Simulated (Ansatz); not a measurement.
Set up this calculation in Ansatz 0.2.0, as the native input.

- Task: band structure
- Functional: BLYP
- Potentials or basis: Ansatz PAW
- Cutoff: 420 eV (not typed: the program's choice for these potentials)
- k mesh: 8 × 8 × 8
- Occupations: fermi-dirac, width 0.05 eV
- Spin: no spin polarisation
- Path: [["G", "X", "W", "K", "G", "L", "U", "W", "L", "K"], ["U", "X"]]
- Points for each segment of the path: 14

PbS (Galena):

```
CELL_PARAMETERS angstrom
0.00000 2.96575 2.96575
2.96575 0.00000 2.96575
2.96575 2.96575 0.00000
ATOMIC_POSITIONS crystal
Pb 0.00000 0.00000 0.00000
S 0.50000 0.50000 0.50000
```

These files were run (other wordings do the same):

input.yaml

```yaml
crystal:
  lattice:
    - [0.0, 2.96575, 2.96575]
    - [2.96575, 0.0, 2.96575]
    - [2.96575, 2.96575, 0.0]
  atoms:
    - { symbol: Pb, position: [0.0, 0.0, 0.0] }
    - { symbol: S, position: [0.5, 0.5, 0.5] }
hamiltonian:
  xc: blyp
  pseudopotentials: { kind: paw }
kpoints:
  mp_grid: { grid: [8, 8, 8] }
  band_path:
    path:
      - [[0.0, 0.0, 0.0], [0.5, 0.0, 0.5], [0.5, 0.25, 0.75], [0.375, 0.375, 0.75], [0.0, 0.0, 0.0], [0.5, 0.5, 0.5], [0.625, 0.25, 0.625], [0.5, 0.25, 0.75], [0.5, 0.5, 0.5], [0.375, 0.375, 0.75]]
      - [[0.625, 0.25, 0.625], [0.5, 0.0, 0.5]]
    npoints: 14
scf:
  occupations: { method: fermi_dirac, width: 0.05 }
  n_extra_bands: 6
output:
  forces: true
  stress: true
  eigenvalues: true
  fatbands: false
```

Potentials or basis: Ansatz PAW.

Launch:

```sh
$ ansatz run input.yaml --threads 2 --pin off --max-ram 5120MiB --backend cpu --events-out ev --progress --plain --runs-dir out
```

It gave:

The pressure is 5.9 GPa, the band gap on the k mesh is 0.50 eV, direct and the band gap along the path is 0.50 eV, direct.

Caveat: spin-orbit coupling is left out, which as a rule narrows the gap of such compounds by several tenths of an eV; the PAW data sets come from PBE, with cores solved anew for the run's functional, which leaves a small shift of forces and pressure.

Wall time 1.7 s on 2 threads of Arm Neoverse V2, on a shared host, peak memory 0.32 GiB.
